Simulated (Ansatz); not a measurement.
# CoO in Ansatz: the effect of functional

CoO:

```
Co O
1.0
     1.62330    0.93722    2.60024
    -1.62330    0.93722    2.60024
     0.00000   -1.87443    2.60024
Co O
1 1
Direct
  0.99898 0.99898 0.99898
  0.75102 0.75102 0.75102
```

Measurements of this composition are mostly on another form, of space group No. 225.

The cell isn't the ideal one: volume scaled by 1.04.

Alike in all runs:

- Program: Ansatz 0.2.0
- Task: single point
- Potentials or basis: Ansatz PAW
- k mesh: 10 × 10 × 10
- Occupations: fermi-dirac, width 0.05 eV
- Spin: collinear spin, ferromagnetic start
- Starting moments: [2.0, 0.0] μB

Problem. One run gave: pressure -11.9 GPa; moment 2.90 μB. Which functional did it use?
A. PBEsol
B. PBE
C. r2SCAN
D. LDA

Solution. A.

| functional | cutoff | pressure (GPa) | moment (μB) |
| --- | --- | --- | --- |
| LDA | 420 eV (not typed: the program's choice for these potentials) | -18.8 | 2.82 |
| PBE | 420 eV (not typed: the program's choice for these potentials) | -4.6 | 2.87 |
| PBEsol | 420 eV (not typed: the program's choice for these potentials) | -11.9 | 2.90 |
| r2SCAN | 500 eV (not typed: the program's choice for these potentials) | -1.7 | 3.00 |

Caveats: a cell with one magnetic atom can't hold antiferromagnetic order, which such compounds often take; the PAW data sets come from PBE, with cores solved anew for the run's functional, which leaves a small shift of forces and pressure (some runs); the magnetic or orbital state may not be the lowest (some runs).
